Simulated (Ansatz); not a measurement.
# Nickel, dhcp under PBE: from relaxation to bulk modulus, part 2 of 2

Aim: take nickel in the dhcp structure, relax it, solve it on a dense k-mesh, then scale the cell to 7 volumes from 88 to 112 % of the relaxed one and try a fit of the equation of state. The start is ferromagnetic. The k-meshes are 14×14×4 for the relaxation; 19×19×5 for the dense run; 19×19×5 for the volumes.

Ansatz 0.2.0; DFT, PBE, plane waves (420 eV) with PAW, scalar-relativistic. Earlier steps stand in the parts before.

### 6 Equation of state: 96 %

File input.yaml:

```yaml
crystal:
  lattice:
    - [2.4538231632, 0.0, 0.0]
    - [-1.2269115816, 2.1250731957, 0.0]
    - [0.0, 0.0, 8.0342607615]
  atoms:
    - { symbol: Ni, position: [1.0, 1.0, 0.0], spin: 0.68 }
    - { symbol: Ni, position: [1.0, 1.0, 0.5], spin: 0.68 }
    - { symbol: Ni, position: [0.3333333333, 0.6666666667, 0.25], spin: 0.691 }
    - { symbol: Ni, position: [0.6666666667, 0.3333333333, 0.75], spin: 0.691 }
hamiltonian:
  xc: pbe
  pseudopotentials:
    kind: paw
    azcp:
      Ni: "pseudopotentials/Ni.paw.azcp"
basis:
  ecutwfc: 420
  fft_grid_basis: typed
kpoints:
  mp_grid: { grid: [19, 19, 5], shift: [0, 0, 0] }
magnetization:
  spin_polarized: true
scf:
  occupations: { method: fermi_dirac, width: 0.05 }
output:
  stress: true
```

Output (excerpt; [...] marks lines left out):

```text
[...]
Pseudopotentials: kind: paw
Pseudopotential: Ni, paw, valence charge 18, recommended cutoff 420 eV (normal), <dir>
Functional definition: PBE
[...]
Crystal: 4 atoms, lattice volume = 41.895 Å³
Basis set: ecut = 420 eV, 777 PW (Γ)
Bands: 45, of which v1, the nominal top of the filled ones, is band 36 counted from 1 (35 counted from 0)
Symmetry: 24 space group operations
Space group: P63/mmc (ITA 194), of the structure as read, at distance tolerance 3.5e-5 Å
Magnetic group: BNS 194.263 (UNI 1493), of the structure as read, at distance tolerance 3.5e-5 Å
k-points: 120 of 1805
[...]
Starting moments: Σ|m| = 2.742 μB on 4 of 4 sites
[...]
SCF iter   1: F=—  HF=-23355.567562 eV  |F-HF|=—  |Δ(HF+E_count)|=         —  Δρ=9.13e-2 (↑1.20e-2 ↓9.13e-2)  dr2=2.35e0  dr2_m=7.45e-1  M=3.316 μB ∫|m|=3.489 μB  β_m=0.30  ethr=3.10e-3  ⟨swp⟩=5.5  Hψ=34515  notcnv=0  defer=78
[...]
SCF iter  14: F=-23358.816424 eV  HF=-23358.816424 eV  |F-HF|=5.92e-9  |Δ(HF+E_count)|=  4.26e-10  Δρ=3.25e-6 (↑1.95e-6 ↓3.25e-6)  dr2=6.10e-9  dr2_m=2.01e-10  M=2.525 μB ∫|m|=2.873 μB  ethr=6.13e-11  ⟨swp⟩=2.0  Hψ=32833  notcnv=0
[...]
SCF converged after 14 iterations
Magnetization: 2.5251 μB (37.2626 up, 34.7374 down)
Absolute magnetization: 2.8765 μB (∫|ρ↑−ρ↓|, with the PAW one-centre terms)
Spin contamination: 0.0271 ħ² per cell (⟨S²⟩ above its minimum at these occupations)
Per-site moments (μB) at R_I (Å): [(0.6628320691658561, 1.0122020548138344), (0.662832069165855, 1.0122020548138344), (0.6748661047291307, 1.0122020548138344), (0.6748661047291304, 1.0122020548138344)]
Free energy (F): -23358.816424 eV
[...]
E sigma→0 (E₀):  -23358.787428 eV
Entropy (-TS):   -0.057990 eV (-14.498 meV/atom)
Fermi energy:    19.082596 eV
[...]
--- Stress (GPa, compression-positive) ---
        8.835558       0.000000      -0.000000
        0.000000       8.835558       0.000000
       -0.000000       0.000000       9.040190
  P = ⅓ Tr σ = 8.9038 GPa (89.038 kbar)
```

It took 47 s on 1 thread of an x86-64 CPU, shared host; peak memory 0.77 GiB.

### 7 Equation of state: 100 %

Changes to input.yaml since step 6:

```diff
@@ -2,5 +2,5 @@
   lattice:
-    - [2.4538231632, 0.0, 0.0]
-    - [-1.2269115816, 2.1250731957, 0.0]
-    - [0.0, 0.0, 8.0342607615]
+    - [2.4874413566, 0.0, 0.0]
+    - [-1.2437206783, 2.1541874053, 0.0]
+    - [0.0, 0.0, 8.1443328061]
   atoms:
```

Output (excerpt; [...] marks lines left out):

```text
[...]
[... 3 set-up lines as earlier in the session ...]
[...]
Crystal: 4 atoms, lattice volume = 43.641 Å³
Basis set: ecut = 420 eV, 825 PW (Γ)
Bands: 45, of which v1, the nominal top of the filled ones, is band 36 counted from 1 (35 counted from 0)
[... 2 set-up lines as earlier in the session ...]
Magnetic group: BNS 194.263 (UNI 1493), of the structure as read, at distance tolerance 3.5e-5 Å
k-points: 120 of 1805
[...]
Starting moments: Σ|m| = 2.742 μB on 4 of 4 sites
[...]
SCF iter   1: F=—  HF=-23355.745672 eV  |F-HF|=—  |Δ(HF+E_count)|=         —  Δρ=8.63e-2 (↑1.19e-2 ↓8.63e-2)  dr2=1.90e0  dr2_m=8.14e-1  M=3.368 μB ∫|m|=3.553 μB  β_m=0.30  ethr=2.63e-3  ⟨swp⟩=1.4  Hψ=47357  notcnv=0
[...]
SCF iter  14: F=-23358.863085 eV  HF=-23358.863085 eV  |F-HF|=3.94e-9  |Δ(HF+E_count)|=   2.58e-9  Δρ=2.59e-6 (↑9.85e-7 ↓2.59e-6)  dr2=4.02e-9  dr2_m=3.48e-10  M=2.584 μB ∫|m|=2.953 μB  ethr=2.24e-11  ⟨swp⟩=2.0  Hψ=31831  notcnv=0
[...]
SCF converged after 14 iterations
Magnetization: 2.5837 μB (37.2919 up, 34.7081 down)
Absolute magnetization: 2.9567 μB (∫|ρ↑−ρ↓|, with the PAW one-centre terms)
Spin contamination: 0.0302 ħ² per cell (⟨S²⟩ above its minimum at these occupations)
Per-site moments (μB) at R_I (Å): [(0.6802829251031988, 1.0260695596118783), (0.6802829251031985, 1.0260695596118783), (0.6906185589592596, 1.0260695596118783), (0.6906185589592596, 1.0260695596118783)]
Free energy (F): -23358.863085 eV
[...]
E sigma→0 (E₀):  -23358.832937 eV
Entropy (-TS):   -0.060297 eV (-15.074 meV/atom)
Fermi energy:    18.135550 eV
[...]
--- Stress (GPa, compression-positive) ---
       -0.053565      -0.000000       0.000000
        0.000000      -0.053565       0.000000
        0.000000       0.000000       0.142980
  P = ⅓ Tr σ = 0.0119 GPa (0.119 kbar)
```

Run time: 54 s. Hardware: 1 thread of an x86-64 CPU, shared host; peak memory 0.78 GiB.

### 8 Equation of state: 104 %

Changes to input.yaml since step 7:

```diff
@@ -2,5 +2,5 @@
   lattice:
-    - [2.4874413566, 0.0, 0.0]
-    - [-1.2437206783, 2.1541874053, 0.0]
-    - [0.0, 0.0, 8.1443328061]
+    - [2.5201746019, 0.0, 0.0]
+    - [-1.260087301, 2.1825352272, 0.0]
+    - [0.0, 0.0, 8.2515073703]
   atoms:
```

Output (excerpt; [...] marks lines left out):

```text
[...]
[... 3 set-up lines as earlier in the session ...]
[...]
Crystal: 4 atoms, lattice volume = 45.386 Å³
Basis set: ecut = 420 eV, 909 PW (Γ)
Bands: 45, of which v1, the nominal top of the filled ones, is band 36 counted from 1 (35 counted from 0)
[... 1 set-up line as earlier in the session ...]
Space group: P63/mmc (ITA 194), of the structure as read, at distance tolerance 3.6e-5 Å
Magnetic group: BNS 194.263 (UNI 1493), of the structure as read, at distance tolerance 3.6e-5 Å
k-points: 120 of 1805
[...]
Starting moments: Σ|m| = 2.742 μB on 4 of 4 sites
[...]
SCF iter   1: F=—  HF=-23355.777187 eV  |F-HF|=—  |Δ(HF+E_count)|=         —  Δρ=8.17e-2 (↑1.55e-2 ↓8.17e-2)  dr2=1.49e0  dr2_m=8.92e-1  M=3.425 μB ∫|m|=3.621 μB  β_m=0.30  ethr=2.07e-3  ⟨swp⟩=1.4  Hψ=47343  notcnv=0
[...]
SCF iter  14: F=-23358.823399 eV  HF=-23358.823399 eV  |F-HF|=1.41e-8  |Δ(HF+E_count)|=   2.62e-9  Δρ=5.08e-6 (↑2.52e-6 ↓5.08e-6)  dr2=1.50e-8  dr2_m=8.34e-10  M=2.635 μB ∫|m|=3.025 μB  ethr=1.32e-11  ⟨swp⟩=2.0  Hψ=33963  notcnv=0
[...]
SCF converged after 14 iterations
Magnetization: 2.6349 μB (37.3174 up, 34.6826 down)
Absolute magnetization: 3.0282 μB (∫|ρ↑−ρ↓|, with the PAW one-centre terms)
Spin contamination: 0.0332 ħ² per cell (⟨S²⟩ above its minimum at these occupations)
Per-site moments (μB) at R_I (Å): [(0.6956265478524056, 1.0395720232795262), (0.6956265478524067, 1.0395720232795262), (0.7044646316125824, 1.0395720232795262), (0.7044646316125824, 1.0395720232795262)]
Free energy (F): -23358.823399 eV
[...]
E sigma→0 (E₀):  -23358.792049 eV
Entropy (-TS):   -0.062700 eV (-15.675 meV/atom)
Fermi energy:    17.261780 eV
[...]
--- Stress (GPa, compression-positive) ---
       -7.098185      -0.000000       0.000000
       -0.000000      -7.098185       0.000000
        0.000000       0.000000      -6.858333
  P = ⅓ Tr σ = -7.0182 GPa (-70.182 kbar)
```

It took 53 s on 1 thread of an x86-64 CPU, shared host; peak memory 0.8 GiB.

### 9 Equation of state: 108 %

Changes to input.yaml since step 8:

```diff
@@ -2,5 +2,5 @@
   lattice:
-    - [2.5201746019, 0.0, 0.0]
-    - [-1.260087301, 2.1825352272, 0.0]
-    - [0.0, 0.0, 8.2515073703]
+    - [2.5520789332, 0.0, 0.0]
+    - [-1.2760394666, 2.2101651886, 0.0]
+    - [0.0, 0.0, 8.3559679201]
   atoms:
```

Output (excerpt; [...] marks lines left out):

```text
[...]
[... 3 set-up lines as earlier in the session ...]
[...]
Crystal: 4 atoms, lattice volume = 47.132 Å³
Basis set: ecut = 420 eV, 945 PW (Γ)
Bands: 45, of which v1, the nominal top of the filled ones, is band 36 counted from 1 (35 counted from 0)
[... 2 set-up lines as earlier in the session ...]
Magnetic group: BNS 194.263 (UNI 1493), of the structure as read, at distance tolerance 3.6e-5 Å
k-points: 120 of 1805
[...]
Starting moments: Σ|m| = 2.742 μB on 4 of 4 sites
[...]
SCF iter   1: F=—  HF=-23355.703369 eV  |F-HF|=—  |Δ(HF+E_count)|=         —  Δρ=7.75e-2 (↑2.07e-2 ↓7.75e-2)  dr2=1.14e0  dr2_m=9.79e-1  M=3.484 μB ∫|m|=3.691 μB  β_m=0.30  ethr=1.59e-3  ⟨swp⟩=1.5  Hψ=47370  notcnv=0
[...]
SCF iter  13: F=-23358.715490 eV  HF=-23358.715490 eV  |F-HF|=3.97e-8  |Δ(HF+E_count)|=   1.96e-9  Δρ=9.15e-6 (↑3.22e-6 ↓9.15e-6)  dr2=4.71e-8  dr2_m=5.08e-9  M=2.680 μB ∫|m|=3.090 μB  ethr=1.06e-10  ⟨swp⟩=2.4  Hψ=33711  notcnv=0
[...]
SCF converged after 13 iterations
Magnetization: 2.6804 μB (37.3402 up, 34.6598 down)
Absolute magnetization: 3.0930 μB (∫|ρ↑−ρ↓|, with the PAW one-centre terms)
Spin contamination: 0.0362 ħ² per cell (⟨S²⟩ above its minimum at these occupations)
Per-site moments (μB) at R_I (Å): [(0.7093125846721667, 1.0527325599415969), (0.7093125846721668, 1.0527325599415969), (0.7169007687793306, 1.0527325599415969), (0.7169007687793307, 1.0527325599415969)]
Free energy (F): -23358.715490 eV
[...]
E sigma→0 (E₀):  -23358.682934 eV
Entropy (-TS):   -0.065111 eV (-16.278 meV/atom)
Fermi energy:    16.453411 eV
[...]
--- Stress (GPa, compression-positive) ---
      -12.665974      -0.000000       0.000000
        0.000000     -12.665974       0.000000
        0.000000       0.000000     -12.373559
  P = ⅓ Tr σ = -12.5685 GPa (-125.685 kbar)
```

Run time: 54 s. Hardware: 1 thread of an x86-64 CPU, shared host; peak memory 0.79 GiB.

### 10 Equation of state: 112 %

Changes to input.yaml since step 9:

```diff
@@ -2,5 +2,5 @@
   lattice:
-    - [2.5520789332, 0.0, 0.0]
-    - [-1.2760394666, 2.2101651886, 0.0]
-    - [0.0, 0.0, 8.3559679201]
+    - [2.5832049146, 0.0, 0.0]
+    - [-1.2916024573, 2.2371210792, 0.0]
+    - [0.0, 0.0, 8.4578800118]
   atoms:
```

Output (excerpt; [...] marks lines left out):

```text
[...]
[... 3 set-up lines as earlier in the session ...]
[...]
Crystal: 4 atoms, lattice volume = 48.878 Å³
Basis set: ecut = 420 eV, 959 PW (Γ)
Bands: 45, of which v1, the nominal top of the filled ones, is band 36 counted from 1 (35 counted from 0)
[... 1 set-up line as earlier in the session ...]
Space group: P63/mmc (ITA 194), of the structure as read, at distance tolerance 3.7e-5 Å
Magnetic group: BNS 194.263 (UNI 1493), of the structure as read, at distance tolerance 3.7e-5 Å
k-points: 120 of 1805
[...]
Starting moments: Σ|m| = 2.742 μB on 4 of 4 sites
[...]
SCF iter   1: F=—  HF=-23355.549799 eV  |F-HF|=—  |Δ(HF+E_count)|=         —  Δρ=7.36e-2 (↑2.62e-2 ↓7.36e-2)  dr2=8.45e-1  dr2_m=1.07e0  M=3.542 μB ∫|m|=3.758 μB  β_m=0.30  ethr=1.17e-3  ⟨swp⟩=1.6  Hψ=47117  notcnv=0
[...]
SCF iter  14: F=-23358.553816 eV  HF=-23358.553816 eV  |F-HF|=1.06e-8  |Δ(HF+E_count)|=   5.18e-9  Δρ=3.52e-6 (↑1.56e-6 ↓3.52e-6)  dr2=1.03e-8  dr2_m=4.74e-10  M=2.721 μB ∫|m|=3.148 μB  ethr=4.39e-11  ⟨swp⟩=2.3  Hψ=35083  notcnv=0
[...]
SCF converged after 14 iterations
Magnetization: 2.7208 μB (37.3604 up, 34.6396 down)
Absolute magnetization: 3.1516 μB (∫|ρ↑−ρ↓|, with the PAW one-centre terms)
Spin contamination: 0.0392 ħ² per cell (⟨S²⟩ above its minimum at these occupations)
Per-site moments (μB) at R_I (Å): [(0.7215439371920636, 1.0655720272666862), (0.7215439371920633, 1.0655720272666862), (0.7279836620868672, 1.0655720272666862), (0.7279836620868672, 1.0655720272666862)]
Free energy (F): -23358.553816 eV
[...]
E sigma→0 (E₀):  -23358.520052 eV
Entropy (-TS):   -0.067528 eV (-16.882 meV/atom)
Fermi energy:    15.703223 eV
[...]
--- Stress (GPa, compression-positive) ---
      -17.042370       0.000000      -0.000000
        0.000000     -17.042370      -0.000000
       -0.000000      -0.000000     -16.708624
  P = ⅓ Tr σ = -16.9311 GPa (-169.311 kbar)
```

Run time: 58 s. Hardware: 1 thread of an x86-64 CPU, shared host; peak memory 0.81 GiB.

### 11 The equation of state

All volumes keep the relaxed shape and fractional coordinates.

| V (Å³/atom) | E − E₀ (meV/atom) | P from the stress (GPa) | P from the fit (GPa) | largest moment (μB) |
| --- | --- | --- | --- | --- |
| 9.601 | 123.2 | 34.37 | 34.27 | 0.63 |
| 10.037 | 50.0 | 20.14 | 20.02 | 0.66 |
| 10.474 | 11.4 | 8.90 | 8.79 | 0.67 |
| 10.910 | 0.0 | 0.01 | -0.09 | 0.69 |
| 11.347 | 10.2 | -7.02 | -7.12 | 0.70 |
| 11.783 | 37.5 | -12.57 | -12.68 | 0.72 |
| 12.219 | 78.2 | -16.93 | -17.07 | 0.73 |

A third-order Birch-Murnaghan fit gives V₀ = 10.905 Å³/atom, B₀ = 197 GPa and B₀′ = 4.8; it misses no point by more than 0.03 meV/atom.

Fit and stress differ a little: one follows E(σ → 0), the other the smeared free energy.

### 12 Summary of results

This closing draws on all 2 parts.

```
                      quantity                                   value
space group (spins left aside)                      P6_3/mmc (No. 194)
             conventional cell  a = 2.487 Å, c = 8.144 Å (c/a = 3.274)
                        volume                          10.910 Å³/atom
             shortest distance                                 2.487 Å
               gap on the mesh            none (levels filled in part)
                magnetic state   ferromagnetic, up to 0.69 μB per atom
relative to fcc, ferromagnetic                            +13 meV/atom
                   V₀, B₀, B₀′            10.905 Å³/atom, 197 GPa, 4.8
```

The relaxation shrank the cell by 0.3 % in volume. It lies 13 meV/atom above the element's reference form at the same level (fcc, ferromagnetic, from a run of its own). The final state is ferromagnetic (largest moment 0.69 μB). Levels at the Fermi energy are filled in part, as in a metal. The fitted modulus is 197 GPa; letting shape and positions relax at each volume could only lower it. The symmetry was held, so the structure may be unstable against distortions that break it.
